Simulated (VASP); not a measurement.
# Ca in VASP: further runs

The runs below take Ca through single point, with PBE.

Everything below comes from runs of VASP 6.6.1. Logs are shortened: lines on timing, memory, paths and dates and some standing lists are left out, and cuts for length are marked.

### Step 1. Starting point

The cell holds a slab with vacuum, 5 atoms: a = 4.193 Å, b = 4.203 Å, c = 24.781 Å, α = 90.00°, β = 90.00°, γ = 90.00°.

The slab is cut from a database's or a generator's crystal, which needn't be the stable form of the element.

### Step 2. Single point, PBE

INCAR reads:

```
SYSTEM = Ca
PREC     = Accurate       ! precision mode
ENCUT    = 600            ! plane-wave cutoff, eV
EDIFF    = 1E-6           ! SCF threshold, eV
ISMEAR   = -1             ! smearing method
SIGMA    = 0.05           ! smearing width, eV
LREAL    = .False.        ! projectors in reciprocal space
LASPH    = .True.         ! aspherical terms in the spheres
NELM     = 100            ! most SCF steps
ALGO     = Normal         ! electronic algorithm
ISIF     = 2              ! what is computed and relaxed
LWAVE    = .False.        ! write WAVECAR
LCHARG   = .False.        ! write CHGCAR
LDIPOL   = .True.       
IDIPOL   = 3            
DIPOL    = 0.5 0.5 0.500
GGA      = PE             ! functional
NBANDS   = 33             ! bands
```

KPOINTS reads:

```
Automatic mesh
0
Gamma
  5 5 1
  0 0 0
```

POSCAR reads:

```
Ca
1.0
    4.1929749200      0.0000000000      0.0000000000
    0.0000000000      4.2034636200      0.0000000000
    0.0000000000      0.0000000000     24.7814098400
Ca
5
Direct
    0.0000000000      0.0000000000      0.3026462194
    0.5000000000      0.5000000000      0.4013231097
    0.0000000000      0.0000000000      0.5000000000
    0.5000000000      0.5000000000      0.5986768903
    0.0000000000      0.0000000000      0.6973537806
```

Potentials or basis: VASP PAW PBE potentials, release 64 (Ca_sv_GW).

The run is started by

```
$ cat potpaw_PBE.64/Ca_sv_GW/POTCAR > POTCAR
$ mpirun -np 1 vasp_std > vasp.out
```

OUTCAR:

```text
SYSTEM = Ca
   PREC = Accurate
   ENCUT = 600
   EDIFF = 1E-6
   ISMEAR = -1
   LREAL = .False.
   LASPH = .True.
   NELM = 100
   ISIF = 2
   GGA = PE

 ion  position               nearest neighbor table
   1  0.000  0.000  0.303-
   2  0.500  0.500  0.401-
   3  0.000  0.000  0.500-
   4  0.500  0.500  0.599-
   5  0.000  0.000  0.697-

  LATTYP: Found a simple orthorhombic cell.
 ALAT       =     4.1929749200
 B/A-ratio  =     1.0025014936
 C/A-ratio  =     5.9102213376

  Lattice vectors:

 A1 = (   4.1929749200,   0.0000000000,   0.0000000000)
 A2 = (   0.0000000000,   4.2034636200,   0.0000000000)
 A3 = (   0.0000000000,   0.0000000000,  24.7814098400)

Analysis of symmetry for initial positions (statically):
=====================================================================
 Subroutine PRICEL returns:
 Original cell was already a primitive cell.

 Routine SETGRP: Setting up the symmetry group for a
 simple orthorhombic supercell.

 Subroutine GETGRP returns: Found  8 space group operations
 (whereof  8 operations were pure point group operations)
 out of a pool of  8 trial point group operations.

The static configuration has the point symmetry D_2h.

Analysis of symmetry for dynamics (positions and initial velocities):
=====================================================================
 Subroutine PRICEL returns:
 Original cell was already a primitive cell.

 Routine SETGRP: Setting up the symmetry group for a
 simple orthorhombic supercell.

 Subroutine GETGRP returns: Found  8 space group operations
 (whereof  8 operations were pure point group operations)
 out of a pool of  8 trial point group operations.

The dynamic configuration has the point symmetry D_2h.

 Subroutine INISYM returns: Found  8 space group operations
 (whereof  8 operations are pure point group operations),
 and found     1 'primitive' translations

----------------------------------------------------------------------------------------

                                     Primitive cell

  volume of cell :     436.7728

  direct lattice vectors                    reciprocal lattice vectors
     4.192974920  0.000000000  0.000000000     0.238494153  0.000000000  0.000000000
     0.000000000  4.203463620  0.000000000     0.000000000  0.237899050  0.000000000
     0.000000000  0.000000000 24.781409840     0.000000000  0.000000000  0.040352829

  length of vectors
     4.192974920  4.203463620 24.781409840     0.238494153  0.237899050  0.040352829

  position of ions in fractional coordinates (direct lattice)
     0.000000000  0.000000000  0.302646219
     0.500000000  0.500000000  0.401323110
     0.000000000  0.000000000  0.500000000
     0.500000000  0.500000000  0.598676890
     0.000000000  0.000000000  0.697353781

  ion indices of the primitive-cell ions
   primitive index   ion index
                 1           1
                 2           2
                 3           3
                 4           4
                 5           5

----------------------------------------------------------------------------------------

 KPOINTS: Automatic mesh

Automatic generation of k-mesh.
 Grid dimensions read from file:
 generate k-points for:    5    5    1

 Generating k-lattice:

  Cartesian coordinates                     Fractional coordinates (reciprocal lattice)
     0.047698831  0.000000000  0.000000000     0.200000000  0.000000000  0.000000000
     0.000000000  0.047579810  0.000000000     0.000000000  0.200000000  0.000000000
     0.000000000  0.000000000  0.040352829     0.000000000  0.000000000  1.000000000

  Length of vectors
     0.047698831  0.047579810  0.040352829

  Shift w.r.t. Gamma in fractional coordinates (k-lattice)
     0.000000000  0.000000000  0.000000000

 Subroutine IBZKPT returns following result:
 ===========================================

 Found      9 irreducible k-points:

 Following reciprocal coordinates:
            Coordinates               Weight
  0.000000  0.000000  0.000000      1.000000
  0.200000  0.000000  0.000000      2.000000
  0.400000  0.000000  0.000000      2.000000
  0.000000  0.200000  0.000000      2.000000
  0.200000  0.200000  0.000000      4.000000
  0.400000  0.200000  0.000000      4.000000
  0.000000  0.400000  0.000000      2.000000
  0.200000  0.400000  0.000000      4.000000
  0.400000  0.400000  0.000000      4.000000
   k-points           NKPTS =      9   k-points in BZ     NKDIM =      9   number of bands    NBANDS=     33
   number of dos      NEDOS =    301   number of ions     NIONS =      5
   total plane-waves  NPLWV = 259200
   dimension x,y,z NGX =    36 NGY =   36 NGZ =  200
   dimension x,y,z NGXF=    72 NGYF=   72 NGZF=  400
   ions per type =               5
   NGX,Y,Z   is equivalent  to a cutoff of  14.27, 14.24, 13.42 a.u.
   NGXF,Y,Z  is equivalent  to a cutoff of  28.55, 28.48, 26.83 a.u.
 SYSTEM =  Ca
   PREC   = accura    normal or accurate (medium, high low for compatibility)
   ISTART =      0    job   : 0-new  1-cont  2-samecut
   ICHARG =      2    charge: 1-file 2-atom 10-const
   ISPIN  =      1    spin polarized calculation?
   LNONCOLLINEAR =      F non collinear calculations
   LSORBIT =      F    spin-orbit coupling
   LASPH  =      T    aspherical Exc in radial PAW
   ENCUT  =  600.0 eV  44.10 Ry    6.64 a.u.   8.37  8.40 49.49*2*pi/ulx,y,z
   NELM   =    100;   NELMIN=  2; NELMDL= -5     # of ELM steps
   EDIFF  = 0.1E-05   stopping-criterion for ELM
   LREAL  =      F    real-space projection
   EDIFFG = 0.1E-04   stopping-criterion for IOM
   NSW    =      0    number of steps for IOM
   IBRION =     -1    ionic relax: 0-MD 1-quasi-New 2-CG
   NFREE  =      0    steps in history (QN), initial steepest desc. (CG)
   ISIF   =      2    stress and relaxation
   ISYM   =      2    0-nonsym 1-usesym 2-fastsym
   POTIM  = 0.5000    time-step for ionic-motion
   TEBEG  =    0.0;   TEEND  =   0.0 temperature during run
   PSTRESS=    0.0 pullay stress
   NELECT =      50.0000    total number of electrons
   NUPDOWN=      -1.0000    fix difference up-down
   EMIN   =  10.00;   EMAX   =-10.00  energy-range for DOS
   EFERMI =   0.00;   METHOD = LEGACY
   ISMEAR =    -1;   SIGMA  =   0.05  broadening in eV -4-tet -1-fermi 0-gaus
   EFERMI_NEDOS =   21; number of points for ismear=-14 and -15
   IALGO  =     38    algorithm
   IMIX   =      4    mixing-type and parameters
     AMIX     =   0.40;   BMIX     =  1.00
     AMIX_MAG =   1.60;   BMIX_MAG =  1.00
  volume/ion in A,a.u.               =      87.35       589.50
  Fermi-wavevector in a.u.,A,eV,Ry     =   0.794901  1.502145  8.597078  0.631867
  Thomas-Fermi vector in A             =   1.901124
   LORBIT       =      0    0 simple, 1 ext, 2 COOP (PROOUT), +10 PAW based schemes
   GGA     = PE    functional components
   LHFCALC =     F    Hartree Fock is set to
   AEXX    =    0.0000 exact exchange contribution
   IVDW    =     0    specifies the selected vdW correction
   LEPSILON=     F    determine dielectric tensor
   LRPA    =     F    only Hartree local field effects (RPA)
 non-spin polarized calculation
  energy-cutoff  :      600.00
  volume of cell :      436.77
 maximum number of plane-waves:     14609
 NGX is ok and might be reduce to    36
   NGX = 17   NGY = 17   NGZ = 99

 dipolmoment           0.000000      0.000000     -0.000000 electrons x Angstroem

 number of electron      50.0000000 magnetization

 dipolmoment           0.000000      0.000000      0.000000 electrons x Angstroem

 Free energy of the ion-electron system (eV)
  ---------------------------------------------------
  ext. energy  EPLUGINS =         0.00000000
  ---------------------------------------------------
  free energy    TOTEN  =       -33.24945220 eV

  energy without entropy =      -33.19125147  energy(sigma->0) =      -33.22035184

 E-fermi :   0.3628     XC(G=0):  -4.5291

 val. band max:        0.3604265187   @ k =   0.2000   0.2000   0.0000
 cond. band min:       0.4035784392   @ k =   0.2000   0.4000   0.0000
 fundamental gap:      0.0431519206
 Fermi energy:         0.3627768854

 k-point     1 :       0.0000    0.0000    0.0000
  band No.  band energies     occupation
      1     -42.4174      2.00000
      2     -42.4174      2.00000
      3     -41.7326      2.00000
      4     -41.6707      2.00000
      5     -41.6698      2.00000
      6     -23.4183      2.00000
[... 25 lines left out ...]
     32       2.4473      0.00000
     33       2.5836      0.00000

 k-point     2 :       0.2000    0.0000    0.0000
  band No.  band energies     occupation
      1     -42.4168      2.00000
      2     -42.4168      2.00000
      3     -41.7317      2.00000
      4     -41.6701      2.00000
      5     -41.6696      2.00000
      6     -23.4173      2.00000
[... 25 lines left out ...]
     32       2.2974      0.00000
     33       2.3342      0.00000

 k-point     3 :       0.4000    0.0000    0.0000
  band No.  band energies     occupation
      1     -42.4159      2.00000
      2     -42.4159      2.00000
      3     -41.7302      2.00000
      4     -41.6692      2.00000
      5     -41.6692      2.00000
      6     -23.4158      2.00000
[... 25 lines left out ...]
     32       2.1049      0.00000
     33       2.1681      0.00000

 k-point     4 :       0.0000    0.2000    0.0000
  band No.  band energies     occupation
      1     -42.4168      2.00000
      2     -42.4168      2.00000
      3     -41.7317      2.00000
      4     -41.6701      2.00000
      5     -41.6696      2.00000
      6     -23.4173      2.00000
[... 133 lines left out ...]
     32       2.0479      0.00000
     33       2.1346      0.00000

 k-point     8 :       0.2000    0.4000    0.0000
  band No.  band energies     occupation
      1     -42.4154      2.00000
      2     -42.4154      2.00000
      3     -41.7296      2.00000
      4     -41.6687      2.00000
      5     -41.6687      2.00000
      6     -23.4145      2.00000
[... 25 lines left out ...]
     32       1.5340      0.00000
     33       1.7136      0.00000

 k-point     9 :       0.4000    0.4000    0.0000
  band No.  band energies     occupation
      1     -42.4145      2.00000
      2     -42.4145      2.00000
      3     -41.7286      2.00000
      4     -41.6678      2.00000
      5     -41.6677      2.00000
      6     -23.4123      2.00000
[... 25 lines left out ...]
     32       1.1021      0.00000
     33       1.1966      0.00000

------------------------ aborting loop because EDIFF is reached ----------------------------------------

 vacuum level on the upper side and lower side of the slab       (xc-potential included)        -0.329        -0.329

  FORCE on cell =-STRESS in cart. coord.  units (eV):
  Direction    XX          YY          ZZ          XY          YZ          ZX
  --------------------------------------------------------------------------------------
  -------------------------------------------------------------------------------------
  Total       -2.0161297     -2.0992063     -0.1958644     -0.0000000      0.0000000      0.0000000
  in kB       -7.3956013     -7.7003441     -0.7184729     -0.0000000      0.0000000      0.0000000
  external PRESSURE =      -5.2714728 kB  Pullay stress =       0.0000000 kB

 VOLUME and BASIS-vectors are now :
 -----------------------------------------------------------------------------
  energy-cutoff  :      600.00
  volume of cell :      436.77
      direct lattice vectors                 reciprocal lattice vectors
     4.192974920  0.000000000  0.000000000     0.238494153  0.000000000  0.000000000
     0.000000000  4.203463620  0.000000000     0.000000000  0.237899050  0.000000000
     0.000000000  0.000000000 24.781409840     0.000000000  0.000000000  0.040352829

 POSITION                                       TOTAL-FORCE (eV/Angst)
 -----------------------------------------------------------------------------------
      0.00000      0.00000      7.50000         0.000000      0.000000      0.018678
      2.09649      2.10173      9.94535         0.000000      0.000000     -0.002904
      0.00000      0.00000     12.39070         0.000000      0.000000     -0.000000
      2.09649      2.10173     14.83606         0.000000     -0.000000      0.002904
      0.00000      0.00000     17.28141        -0.000000      0.000000     -0.018678
 -----------------------------------------------------------------------------------
    total drift:                                0.000000      0.000000      0.000000

  FREE ENERGIE OF THE ION-ELECTRON SYSTEM (eV)
  ---------------------------------------------------
  free  energy   TOTEN  =       -33.2494522018 eV

  energy  without entropy=      -33.1912514739  energy(sigma->0) =      -33.22035184

 vacuum level on the upper side and lower side of the slab         2.934         2.934
```

Run time: 3.8 min. Hardware: 1 thread of Intel Xeon Platinum 8488C (Sapphire Rapids), shared host; peak memory 0.58 GiB.

Results:

```
Free energy            : -33.2495 eV
Largest force          : 0.019 eV/Å
Band gap on the k mesh : none (metal or under the smearing width)
```

Forces in eV/Å, atoms in the order of the input:
```
Ca   0.000  0.000  0.019
Ca   0.000  0.000 -0.003
Ca   0.000  0.000  0.000
Ca   0.000  0.000  0.003
Ca   0.000  0.000 -0.019
```

Levels at points of the mesh, in eV from the Fermi level:
| k point | band 22 | band 23 | band 24 | band 25 | band 26 | band 27 | band 28 | band 29 |
| --- | --- | --- | --- | --- | --- | --- | --- | --- |
| (0.00, 0.00, 0.00) | -3.24 | -2.37 | -1.33 | -0.48 | 0.36 | 0.62 | 0.70 | 0.71 |

[end of part 1 of 2]
